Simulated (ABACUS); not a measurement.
# Al (Fm-3m) in ABACUS: further runs, part 2 of 2

ABACUS 3.10.1. Earlier steps stand in the parts before.

## 4. Single point, PBE

File INPUT:

```
INPUT_PARAMETERS
suffix              Al
calculation         scf
basis_type          lcao
pseudo_dir          ./
orbital_dir         ./
symmetry            1
dft_functional      pbe
ecutwfc             100
pseudo_rcut         10
nspin               1
nbands              12
ks_solver           genelpa
smearing_method     fd
smearing_sigma      0.00367493
scf_thr             1e-07
scf_nmax            100
mixing_type         broyden
mixing_beta         0.7
cal_force           1
cal_stress          1
out_mul             1
out_chg             1
```

File STRU:

```
ATOMIC_SPECIES
Al 26.9815 Al.upf

NUMERICAL_ORBITAL
Al_confined-atom_8au_3s3p2d1f.orb

LATTICE_CONSTANT
1.8897261246

LATTICE_VECTORS
0.0000000000 2.0248050000 2.0248050000
2.0248050000 0.0000000000 2.0248050000
2.0248050000 2.0248050000 0.0000000000

ATOMIC_POSITIONS
Direct

Al
0.0
1
0.0000000000 0.0000000000 0.0000000000 1 1 1
```

File KPT:

```
K_POINTS
0
Gamma
10 10 10 0 0 0
```

Potentials or basis: PseudoDojo NC SR 0.4.1 PBE standard, TZDP LCAO (the cutoffs set its grid).

Run with:

```sh
OMP_NUM_THREADS=1 mpirun -np 4 abacus > log
```

running log:

```text
ABACUS v3.10.1

               Atomic-orbital Based Ab-initio Computation at UStc

 ------------------------------------------------------------------------------------

 READING GENERAL INFORMATION
                           global_out_dir = OUT.Al/
                           global_in_card = INPUT
                               pseudo_dir = ./
                              orbital_dir = ./
                                    DSIZE = 4
                                    GSIZE = 1

 READING UNITCELL INFORMATION
                                    ntype = 1
                  lattice constant (Bohr) = 1.88973
              lattice constant (Angstrom) = 1

 READING ATOM TYPE 1
                               atom label = Al
                      L=0, number of zeta = 3
                      L=1, number of zeta = 3
                      L=2, number of zeta = 2
                      L=3, number of zeta = 1
             number of atom for this type = 1

                        TOTAL ATOM NUMBER = 1
DIRECT COORDINATES
    atom                   x                   y                   z     mag                  vx                  vy                  vz
taud_Al1            0.0000000000        0.0000000000        0.0000000000  0.0000        0.0000000000        0.0000000000        0.0000000000

                          Volume (Bohr^3) = 112.041
                             Volume (A^3) = 16.6027

 Lattice vectors: (Cartesian coordinate: in unit of a_0)
                   +0            +2.02481            +2.02481
             +2.02481                  +0            +2.02481
             +2.02481            +2.02481                  +0
 Reciprocal vectors: (Cartesian coordinate: in unit of 2 pi/a_0)
            -0.246937           +0.246937           +0.246937
            +0.246937           -0.246937           +0.246937
            +0.246937           +0.246937           -0.246937
 The esolver type has been set to : ksdft_lcao

                PAO radial cut off (Bohr) = 10

 Read in pseudopotential file is Al.upf
                     pseudopotential type = NC
          exchange-correlation functional = PBE
                 nonlocal core correction = 1
                        valence electrons = 3
                                     lmax = 2
                           number of zeta = 2
                     number of projectors = 6
                           L of projector = 0
                           L of projector = 0
                           L of projector = 1
                           L of projector = 1
                           L of projector = 2
                           L of projector = 2
     initial pseudo atomic orbital number = 4

 SETUP THE ELECTRONS NUMBER
            electron number of element Al = 3
      total electron number of element Al = 3
            AUTOSET number of electrons:  = 3
                           occupied bands = 2
                                   NLOCAL = 29
                                   NBANDS = 12
                                   NBANDS = 12
                                   NLOCAL = 29

 SETUP THE PLANE WAVE BASIS
 energy cutoff for charge/potential (unit:Ry) = 400
            fft grid for charge/potential = [ 36, 36, 36 ]
                        fft grid division = [ 3, 3, 3 ]
        big fft grid for charge/potential = [ 12, 12, 12 ]
                                     nbxx = 432
                                     nrxx = 11664

 SETUP PLANE WAVES FOR CHARGE/POTENTIAL
                    number of plane waves = 15089
                         number of sticks = 805

 PARALLEL PW FOR CHARGE/POTENTIAL
     PROC   COLUMNS(POT)             PW
[... 107 lines left out ...]

 SETUP PLANE WAVES FOR WAVE FUNCTIONS
     energy cutoff for wavefunc (unit:Ry) = 100
              fft grid for wave functions = [ 36, 36, 36 ]
                    number of plane waves = 2685
                         number of sticks = 253

 PARALLEL PW FOR WAVE FUNCTIONS
     PROC   COLUMNS(POT)             PW
        1             63            671
        2             63            671
        3             64            673
        4             63            670
 --------------- sum -------------------
        4            253           2685

 SET NONLOCAL PSEUDOPOTENTIAL PROJECTORS
 max number of nonlocal projetors among all species is 6

 -------------------------------------------
 SELF-CONSISTENT
 -------------------------------------------

 SETUP SEARCHING RADIUS FOR PROGRAM TO SEARCH ADJACENT ATOMS
                  longest orb rcut (Bohr) = 8
   longest nonlocal projector rcut (Bohr) = 1.78
                     search radius (Bohr) = 19.6
              searching radius is (Bohr)) = 19.6
         searching radius unit is (Bohr)) = 1.89
                         PeriodicBoundary = 1
                        Radius(unit:lat0) = 10.4
                                   glayer = [ 6, 6, 6 ]
                             glayer_minus = [ 5, 5, 5 ]

Find the coordinate range of the input atom(unit:lat0).
                                  min_tau = [ -20.2, -20.2, -20.2 ]
                                  max_tau = [ 20.2, 20.2, 20.2 ]
                                BoxNumber = [ 11, 11, 11 ]

 SETUP EXTENDED REAL SPACE GRID FOR GRID INTEGRATION
                          real space grid = [ 36, 36, 36 ]
                 big cell numbers in grid = [ 12, 12, 12 ]
             meshcell numbers in big cell = [ 3, 3, 3 ]
                        extended fft grid = [ 22, 22, 22 ]
                dimension of extened grid = [ 57, 57, 57 ]
                            UnitCellTotal = 125
              Atom number in sub-FFT-grid = 1
    Local orbitals number in sub-FFT-grid = 29
                                ParaV.nnr = 56025
                                 init_chg = atomic

 LCAO ALGORITHM --------------- ION=   1  ELEC=   1--------------------------------

 Density error is 0.0997241385663
----------------------------------------------------------
     Energy           Rydberg                 eV
----------------------------------------------------------
 E_KohnSham     -4.6324810706        -63.0281384368
 E_Harris       -4.6117295172        -62.7457990685
 E_Fermi        0.5905685297         8.0350970628
----------------------------------------------------------
[... 58 lines left out ...]
 Density error is 3.87307739099e-09
----------------------------------------------------------
     Energy           Rydberg                 eV
----------------------------------------------------------
 E_KohnSham     -4.6323081828        -63.0257861785
 E_KS(sigma->0) -4.6320406764        -63.0221465670
 E_Harris       -4.6323081822        -63.0257861697
 E_band         0.7650466736         10.4089939973
 E_one_elec     2.9161736715         39.6765782902
 E_Hartree      0.0069631529         0.0947385556
 E_xc           -2.1628251460        -29.4267457630
 E_Ewald        -5.3920848484        -73.3630780382
 E_entropy(-TS) -0.0005350128        -0.0072792230
 E_descf        0.0000000000         0.0000000000
 E_exx          0.0000000000         0.0000000000
 E_Fermi        0.5884166322         8.0058189959
----------------------------------------------------------

 charge density convergence is achieved
 final etot is -63.025786178 eV
 EFERMI = 8.0058189959 eV

 STATE ENERGY(eV) AND OCCUPATIONS    NSPIN == 1
 1/47 kpoint (Cartesian) = 0.0000 0.0000 0.0000 (481 pws)
       1       -3.22474     0.00200000
       2        20.4637        0.00000
       3        20.4637        0.00000
       4        20.4637        0.00000
       5        21.8709        0.00000
       6        21.8709        0.00000
       7        21.8709        0.00000
       8        24.3462        0.00000
       9        27.1948        0.00000
      10        27.1948        0.00000
      11        32.5023        0.00000
      12        32.5023        0.00000
[... 57 lines left out ...]
 6/47 kpoint (Cartesian) = 0.12347 0.12347 0.12347 (464 pws)
       1        3.29881     0.00800000
       2        3.50291     0.00800000
       3        19.1996        0.00000
       4        19.1996        0.00000
       5        19.3178        0.00000
       6        19.3178        0.00000
       7        23.0053        0.00000
       8        23.0736        0.00000
       9        32.5295        0.00000
      10        32.5295        0.00000
      11        38.7164        0.00000
      12        38.7164        0.00000

[... levels at 41 further k points ...]

 correction force for each atom along direction 1 is 2.01900e-16
 correction force for each atom along direction 2 is 2.57223e-15
 correction force for each atom along direction 3 is 1.34975e-16
------------------------------------------------------------------------------------------
 TOTAL-FORCE (eV/Angstrom)
------------------------------------------------------------------------------------------
                       Al1         0.0000000000         0.0000000000         0.0000000000
------------------------------------------------------------------------------------------

----------------------------------------------------------------
 TOTAL-STRESS (KBAR)
----------------------------------------------------------------
        -2.1856896485        -0.0000000000        -0.0000000000
        -0.0000000000        -2.1856896485         0.0000000000
        -0.0000000000         0.0000000000        -2.1856896485
----------------------------------------------------------------
 TOTAL-PRESSURE: -2.185690 KBAR

 --------------------------------------------
 !FINAL_ETOT_IS -63.0257861784650473 eV
 --------------------------------------------
```

It took 8.2 s on 4 MPI ranks of Intel Xeon Platinum 8259CL at 2.50GHz (Skylake/Cascade Lake), shared host; peak memory 0.4 GiB.

Results:

```yaml
Free_energy: -63.0258 eV
Pressure: -0.2 GPa
Band_gap_on_the_k_mesh: none (metal or under the smearing width)
```

Caveat: the atomic orbitals were generated for these runs and aren't a published set; the basis of atomic orbitals isn't converged, which shifts pressures, moduli and gaps.

## 5. Relaxation of cell and atoms, PBE

File run_abacus.py:

```python
"""Relaxation by an ASE optimiser with ABACUS as a small file-based calculator."""
import re
import subprocess
import numpy as np
from ase.calculators.calculator import Calculator, all_changes
from ase.filters import FrechetCellFilter
from ase.io import read
from ase.optimize import BFGS
from ase.stress import full_3x3_to_voigt_6_stress
from ase.units import Bohr, GPa

atoms = read("POSCAR")
atoms = atoms[(-atoms.numbers).argsort(kind="stable")]  # ABACUS lists atoms element by element
pseudo = {'Al': 'Al.upf'}
orbital = {'Al': 'Al_confined-atom_8au_3s3p2d1f.orb'}
magmoms = None
kmesh = [10, 10, 10]
params = {
    'suffix': 'Al',
    'calculation': 'scf',
    'basis_type': 'lcao',
    'pseudo_dir': './',
    'orbital_dir': './',
    'symmetry': 1,
    'dft_functional': 'pbe',
    'ecutwfc': 100,
    'pseudo_rcut': 10,
    'nspin': 1,
    'nbands': 6,
    'ks_solver': 'genelpa',
    'smearing_method': 'fd',
    'smearing_sigma': 0.00367493,
    'scf_thr': 1e-07,
    'scf_nmax': 100,
    'mixing_type': 'broyden',
    'mixing_beta': 0.7,
    'cal_force': 1,
    'cal_stress': 1,
    'out_mul': 1,
}

def write_input(atoms):
    symbols = atoms.get_chemical_symbols()
    elements = list(dict.fromkeys(symbols))
    lines = ["ATOMIC_SPECIES"] + [f"{e} {atoms.get_masses()[symbols.index(e)]:.4f} {pseudo[e]}" for e in elements]
    if orbital:
        lines += ["", "NUMERICAL_ORBITAL"] + [orbital[e] for e in elements]
    lines += ["", "LATTICE_CONSTANT", f"{1 / Bohr:.10f}", "", "LATTICE_VECTORS"]
    lines += [" ".join(f"{x:.10f}" for x in v) for v in atoms.cell]
    lines += ["", "ATOMIC_POSITIONS", "Direct"]
    for e in elements:
        lines += ["", e, "0.0", str(symbols.count(e))]
        for i, p in enumerate(atoms.get_scaled_positions(wrap=False)):
            if symbols[i] == e:
                mag = "" if magmoms is None else " mag " + " ".join(str(x) for x in (magmoms[i] if isinstance(magmoms[i], list) else [magmoms[i]]))
                lines.append(" ".join(f"{x:.10f}" for x in p) + " 1 1 1" + mag)
    open("STRU", "w").write("\n".join(lines) + "\n")
    open("KPT", "w").write("K_POINTS\n0\nGamma\n%d %d %d 0 0 0\n" % tuple(kmesh))
    open("INPUT", "w").write("INPUT_PARAMETERS\n" + "".join(f"{k:<20s}{v}\n" for k, v in params.items()))

class Abacus(Calculator):
    implemented_properties = ["energy", "free_energy", "forces", "stress"]

    def calculate(self, atoms=None, properties=("energy",), system_changes=all_changes):
        super().calculate(atoms, properties, system_changes)
        write_input(self.atoms)
        subprocess.run(['mpirun', '-np', '4', 'abacus'], check=True)
        log = open("OUT.Al/running_scf.log").read()
        if "charge density convergence is achieved" not in log:
            raise RuntimeError("SCF not converged")
        rows = lambda title, n: np.array([l.split()[-3:] for l in log.split(title)[-1].split("\n")[2:2 + n]], float)
        energy = float(re.findall(r"FINAL_ETOT_IS (\S+)", log)[-1])
        stress = -rows("TOTAL-STRESS", 3) / 10 * GPa  # ABACUS prints kbar, compression positive
        self.results = dict(energy=energy, free_energy=energy, forces=rows("TOTAL-FORCE", len(self.atoms)), stress=full_3x3_to_voigt_6_stress(stress))

atoms.calc = Abacus()
opt = BFGS(FrechetCellFilter(atoms), logfile="opt.log", trajectory="relax.traj")
print("optimiser converged:", opt.run(fmax=0.03, steps=60))
```

File POSCAR:

```
Al
1.0
    0.0000000000      2.0248050000      2.0248050000
    2.0248050000      0.0000000000      2.0248050000
    2.0248050000      2.0248050000      0.0000000000
Al
1
Direct
    0.0000000000      0.0000000000      0.0000000000
```

Run with:

```sh
OMP_NUM_THREADS=1 python run_abacus.py > log
```

It took 8.9 s on 4 MPI ranks of Intel Xeon Platinum 8259CL at 2.50GHz (Skylake/Cascade Lake), shared host; peak memory 0.4 GiB.

Results (log left out):

```
Free energy             : -63.0258 eV
Pressure after relaxing : -0.2 GPa
Band gap on the k mesh  : none (metal or under the smearing width)
```

Final structure:
```
Al
1.0
     0.00000    2.02481    2.02481
     2.02481    0.00000    2.02481
     2.02481    2.02481    0.00000
Al
1
Cartesian
  0.0000 0.0000 0.0000
```

Levels at points of the mesh, in eV from the Fermi level:
```
           k point  band 1  band 2  band 3  band 4  band 5  band 6
(0.00, 0.00, 0.00)  -11.23   12.46   12.46   12.46   13.87   13.87
(0.50, 0.50, 0.50)   -4.71   -4.50   11.19   11.19   11.31   11.31
(0.50, 0.50, 0.00)   -3.05   -1.74    5.16    5.44    5.44    8.87
```

Caveat: the atomic orbitals were generated for these runs and aren't a published set; the relaxation stopped at its first step, so nothing moved; the basis of atomic orbitals isn't converged, which shifts pressures, moduli and gaps.

## 6. The runs side by side

| task | level | potentials or basis | cell | k mesh | cutoff (eV) | SCF threshold on the density | eigensolver | max steps of the relaxation | force threshold | optimiser | mesh quality | gap on the mesh (eV) | pressure (GPa) |
| --- | --- | --- | --- | --- | --- | --- | --- | --- | --- | --- | --- | --- | --- |
| single point | M06-L | SG15 ONCV 1.2 PBE, plane waves | as given | 7 × 7 × 7 | 939 | 1e-08 | dav | - | - | - | coarse | none | -7.9 |
| relaxation of cell and atoms | M06-L | SG15 ONCV 1.2 PBE, plane waves | relaxed | 7 × 7 × 7 | 939 | 1e-08 | dav | 60 | 0.02 eV/Å | cg | coarse | none | 0.0 |
| single point | PBE | PseudoDojo NC SR 0.4.1 PBE standard, TZDP LCAO (the cutoffs set its grid) | as given | 10 × 10 × 10 | 1361 | 1e-07 | genelpa | - | - | - | not flagged | none | -0.2 |
| relaxation of cell and atoms | PBE | PseudoDojo NC SR 0.4.1 PBE standard, TZDP LCAO (the cutoffs set its grid) | relaxed | 10 × 10 × 10 | 1361 | 1e-07 | genelpa | - | 0.03 eV/Å | ASE BFGS | not flagged | none | -0.2 |

Alike in all rows: no spin polarisation; smearing fermi-dirac 0.05 eV.

Caveats: some runs use coarse meshes; the potentials were made for another functional, which shifts forces and pressure (some runs); the atomic orbitals were generated for these runs and aren't a published set (some runs); the basis of atomic orbitals isn't converged, which shifts pressures, moduli and gaps (some runs); the relaxation stopped at its first step, so nothing moved (some runs).

Total energies depend on the potentials used, so only differences within one code and one set of settings carry meaning.
